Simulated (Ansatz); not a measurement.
Input, command and steps of an Ansatz relaxation.

```yaml
crystal:
  lattice:
    - [0.0, 2.44, 2.44]
    - [2.44, 0.0, 2.44]
    - [2.44, 2.44, 0.0]
  atoms:
    - { symbol: Na, position: [0.0, 0.0, 0.0] }
    - { symbol: H, position: [0.5, 0.5, 0.5] }
basis:
  ecutwfc: 420
kpoints:
  mp_grid: { grid: [8, 8, 8] }
hamiltonian:
  xc: pbe
scf:
  occupations: { method: gaussian, width: 0.02 }
output:
  forces: true
  stress: true
  eigenvalues: true
  write_density: true
  write_potential: true
  elf: true
  volumetric_format: npy
relax:
  adjacent_minimum: "off"
  f_tol: 0.02
  max_steps: 70
  cell: { stress_tol: 0.1 }
```

```bash
ansatz run input.yaml --threads 2 --pin off --max-ram 5120MiB --backend cpu --events-out ev --progress --plain --runs-dir out
```

These are results of DFT PBE, scalar-relativistic, plane waves, PAW in Ansatz, not measurements.

Of 4 frames 4 are shown, positions in Å and forces in eV/Å; the SCF threshold varies from step to step. Steps run on the plane waves of an earlier cell, with a Pulay correction in the pressure. The basis is chosen afresh for the last frame, the zero of the energies, and at times for earlier ones too; energy and pressure step there, also at an unchanged geometry.

```xyz
2
Lattice="0.0000 2.4400 2.4400 2.4400 0.0000 2.4400 2.4400 2.4400 0.0000" Properties=species:S:1:pos:R:3:forces:R:3 pbc="T T T" step=1 free_energy_over_end_meV_per_atom=0.90 pressure_GPa=-0.65
Na    0.0000    0.0000    0.0000    0.0000    0.0000    0.0000
H     2.4400    2.4400    2.4400    0.0000    0.0000    0.0000
2
Lattice="0.0000 2.4200 2.4200 2.4200 0.0000 2.4200 2.4200 2.4200 0.0000" Properties=species:S:1:pos:R:3:forces:R:3 pbc="T T T" step=2 free_energy_over_end_meV_per_atom=-0.09 pressure_GPa=-0.11
Na    0.0000    0.0000    0.0000    0.0000    0.0000    0.0000
H     2.4200    2.4200    2.4200    0.0000    0.0000    0.0000
2
Lattice="0.0000 2.4160 2.4160 2.4160 0.0000 2.4160 2.4160 2.4160 0.0000" Properties=species:S:1:pos:R:3:forces:R:3 pbc="T T T" step=3 free_energy_over_end_meV_per_atom=-0.15 pressure_GPa=0.00
Na    0.0000    0.0000    0.0000    0.0000    0.0000    0.0000
H     2.4160    2.4160    2.4160    0.0000    0.0000    0.0000
2
Lattice="0.0000 2.4160 2.4160 2.4160 0.0000 2.4160 2.4160 2.4160 0.0000" Properties=species:S:1:pos:R:3:forces:R:3 pbc="T T T" step=4 free_energy_over_end_meV_per_atom=0.00 pressure_GPa=0.00
Na    0.0000    0.0000    0.0000    0.0000    0.0000    0.0000
H     2.4160    2.4160    2.4160    0.0000    0.0000    0.0000
```

Time: 1.5 s on 2 threads of Intel(R) Xeon(R) CPU @ 2.80GHz (Skylake/Cascade Lake), with other jobs on the host, peak memory 0.34 GiB.